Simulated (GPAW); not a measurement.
## KI (Fm-3m): G0W0 on several meshes in GPAW

Aim: the GW shift of KI (Fm-3m) against the k mesh.

Program: GPAW 26.7.0. Level of theory: PBE and many-body steps on it, plane waves. Results are calculated unless marked as measured.

Report form: the programs' logs are mostly left out.

**1. The structure**

It takes space group Fm-3m (No. 225, cubic). Conventional cell: a = 7.066 Å, b = 7.066 Å, c = 7.066 Å, α = 90.00°, β = 90.00°, γ = 90.00°. Nearest to K lie 6 I at 3.53 Å. Nearest to I lie 6 K at 3.53 Å. Farther neighbours and most contacts between anions are not listed.

Structure file:

```xyz
2
Lattice="0.0000 3.5328 3.5328 3.5328 0.0000 3.5328 3.5328 3.5328 0.0000" Properties=species:S:1:pos:R:3 pbc="T T T"
K     0.0000    0.0000    0.0000
I     3.5328    3.5328    3.5328
```

The cell and positions come from the Crystallography Open Database and are kept as given unless a step says otherwise. Spin-orbit coupling is left out unless a step names it.

**2. Empty states on the mesh, 4×4×4 mesh, 1321 bands**

This step: GPAW 26.7.0; DFT, PBE, plane waves, PAW.

The sums over transitions need many empty states on a uniform mesh; this step solves for them.

run.py reads:

```python
import json
import numpy as np
from gpaw.mpi import world
from gpaw import GPAW

calc = GPAW('gs.gpw').fixed_density(kpts={'size': (4, 4, 4), 'gamma': True},
    parallel={'domain': 1, 'band': 1},
    txt='nscf.txt')
calc.diagonalize_full_hamiltonian(nbands=1321)
calc.write('full.gpw', mode='all')
res = {}
kpts = calc.get_ibz_k_points()
res['kpts'] = kpts
res['eigenvalues'] = [calc.get_eigenvalues(kpt=k) for k in range(len(kpts))]
res['n_electrons'] = calc.get_number_of_electrons()

if world.rank == 0:
    with open('result.json', 'w') as f:
        json.dump(res, f, default=lambda x: x.tolist())
```

Launch:

```sh
$ mpirun -n 4 gpaw python run.py
```

It took 18 s on 4 MPI ranks of Intel Xeon 6975P-C (Granite Rapids), shared host; peak memory 2.1 GiB; 72 s of CPU time.

Numbers from this step:

```yaml
gap: 3.977 eV
k_of_the_valence_top: 0, 0, 0
k_of_the_conduction_bottom: 0, 0, 0
least_direct_gap: 3.977 eV
k_points_computed: 8
lowest_point_of_the_top_converged_band_above_the_valence_top: 342.8103 eV
```

On this mesh the gap is 3.977 eV.

**3. 4×4×4**

Now the one-shot GW correction: screening in the RPA, then the self-energy of the levels asked for.

This step: G0W0 on PBE, plane waves, PAW.

run.py reads:

```python
import json
import numpy as np
from gpaw.mpi import world
from gpaw.response.g0w0 import G0W0

gw = G0W0('full.gpw',
    filename='gw',
    kpts=[0],
    bands=(6, 10),
    ecut=105,
    nbands=215,
    integrate_gamma='WS',
    ppa=True)
gw.calculate()
res = {mode: {k: v for k, v in r.items() if k != 'sigma_eskwn'}
       for mode, r in gw.all_results.items()}

if world.rank == 0:
    with open('result.json', 'w') as f:
        json.dump(res, f, default=lambda x: x.tolist())
```

Launch:

```sh
$ mpirun -n 4 gpaw python run.py
```

It took 50 s on 4 MPI ranks; peak memory 1.4 GiB; 3.3 min of CPU time.

This step gave:

```
G0W0 gap on the points computed              : 6.059 eV
least direct G0W0 gap on the computed points : 6.059 eV
Z at the valence top                         : 0.8215
Z at the conduction bottom                   : 0.8607
starting gap on the mesh                     : 3.977 eV
k of the valence top                         : 0, 0, 0
k of the conduction bottom                   : 0, 0, 0
```

The gap on the mesh goes from 3.98 eV to 6.06 eV, a correction of +2.08 eV.

**4. Empty states on the mesh, 6×6×6 mesh, 225 bands**

This step: DFT, PBE, plane waves, PAW.

run.py reads:

```python
import json
import numpy as np
from gpaw.mpi import world
from gpaw import GPAW

calc = GPAW('gs.gpw').fixed_density(kpts={'size': (6, 6, 6), 'gamma': True},
    parallel={'domain': 1, 'band': 1},
    txt='nscf.txt')
calc.diagonalize_full_hamiltonian(nbands=225)
calc.write('full.gpw', mode='all')
res = {}
kpts = calc.get_ibz_k_points()
res['kpts'] = kpts
res['eigenvalues'] = [calc.get_eigenvalues(kpt=k) for k in range(len(kpts))]
res['n_electrons'] = calc.get_number_of_electrons()

if world.rank == 0:
    with open('result.json', 'w') as f:
        json.dump(res, f, default=lambda x: x.tolist())
```

Launch:

```sh
$ mpirun -n 4 gpaw python run.py
```

Run time: 21 s. Hardware: 4 MPI ranks; peak memory 1.9 GiB.

Numbers from this step:

```
gap                                                           : 3.977 eV
k of the valence top                                          : 0, 0, 0
k of the conduction bottom                                    : 0, 0, 0
least direct gap                                              : 3.977 eV
k points computed                                             : 16
lowest point of the top converged band, above the valence top : 100.3991 eV
```

On this mesh the gap is 3.977 eV.

**5. 6×6×6**

This step: G0W0 on PBE, plane waves, PAW.

run.py reads:

```python
import json
import numpy as np
from gpaw.mpi import world
from gpaw.response.g0w0 import G0W0

gw = G0W0('full.gpw',
    filename='gw',
    kpts=[0],
    bands=(6, 10),
    ecut=105,
    nbands=215,
    integrate_gamma='WS',
    ppa=True)
gw.calculate()
res = {mode: {k: v for k, v in r.items() if k != 'sigma_eskwn'}
       for mode, r in gw.all_results.items()}

if world.rank == 0:
    with open('result.json', 'w') as f:
        json.dump(res, f, default=lambda x: x.tolist())
```

Launch:

```sh
$ mpirun -n 4 gpaw python run.py
```

It took 3 min on 4 MPI ranks; peak memory 1.4 GiB.

Numbers from this step:

- G0W0 gap on the points computed: 6.051 eV
- least direct G0W0 gap on the computed points: 6.051 eV
- Z at the valence top: 0.8205
- Z at the conduction bottom: 0.8610
- starting gap on the mesh: 3.977 eV
- k of the valence top: 0, 0, 0
- k of the conduction bottom: 0, 0, 0

Against G0W0 in GPAW (4×4×4 mesh, 215 bands, screening to 105 eV, Godby-Needs plasmon pole), the gap moves by −0.008 eV.

**6. The runs together**

Times are wall times on 4 MPI ranks of Intel Xeon 6975P-C (Granite Rapids), shared host, good to a factor of about two.

| run | mesh | bands | screening cutoff (eV) | DFT gap (eV) | gap on the mesh (eV) | direct (eV) | time |
| --- | --- | --- | --- | --- | --- | --- | --- |
| 4×4×4 | 4×4×4 | 215 | 105 | 3.977 | 6.059 | 6.059 | 50 s |
| 6×6×6 | 6×6×6 | 215 | 105 | 3.977 | 6.051 | 6.051 | 3 min |

**7. What came out**

```
4×4×4        : 6.059 eV
6×6×6        : 6.051 eV
known limits : not at the basis limit; no spin-orbit coupling
```

6×6×6: −0.008 eV against 4×4×4. Bands and cutoff are finite, so the gap is not at the basis limit. The miss can reach some tenths of an eV and take either sign; the mesh is an error of its own. These stock PAW sets were not made for GW; the filled d or f shell of I lies in the frozen core, which bears on start and correction. In the G0W0 runs levels were corrected at 1 k point alone, so a gap called «on the mesh» is the least over those, and an edge elsewhere would be missed. The many-body steps are scalar-relativistic: spin-orbit coupling is not in them.

[Paths, hosts, dates, memory and timing lines, banners, echoed tables and standing remarks are left out of the program output.]

[Logs are printed without paths, hosts, clocks, repeated set-up lines and the standing remarks that a program may print on its own settings, such as how far it seeks lower states.]

[Runs of the session that timed out or met a known fault of the program may be left out.]

[Hosts, paths, dates, database ids (printed as entryN), source tags and the programs' standing remarks are cut or masked in the printed files.]
